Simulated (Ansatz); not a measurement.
Space group F-43m (No. 216). a = 5.633 Å, b = 5.633 Å, c = 5.633 Å, α = 90.00°, β = 90.00°, γ = 90.00°
| atom | site | symmetry | x | y | z |
| --- | --- | --- | --- | --- | --- |
| Zn | 4a | -43m | 0.0000 | 0.0000 | 0.0000 |
| Se | 4d | -43m | 0.2500 | 0.2500 | 0.7500 |

Equation of state of this ZnSe structure (not necessarily the ground state), with shape and atoms relaxed at each volume where symmetry leaves them free. Theory: DFT PBEsol, scalar-relativistic, plane waves, PAW in Ansatz.

Settings: cutoff 420 eV, Γ-centred mesh 8×8×8 on the computed 2-atom cell, Gaussian smearing of 0.02 eV; no spin polarisation.

```tsv
V (Å³/atom)	E − E(largest V) (meV/atom)	P (GPa)	gap on mesh (eV)
21.004	3.82	4.65	1.49
21.674	-10.26	2.14	1.36
22.345	-14.61	0.01	1.24
23.015	-10.78	-1.79	1.12
23.685	0.00	-3.32	1.01
```

Problem. Fit a third-order Birch–Murnaghan equation to E(V).

Solution. V0 = 22.35 Å³/atom, B0 = 65 GPa, B0' = 4.6.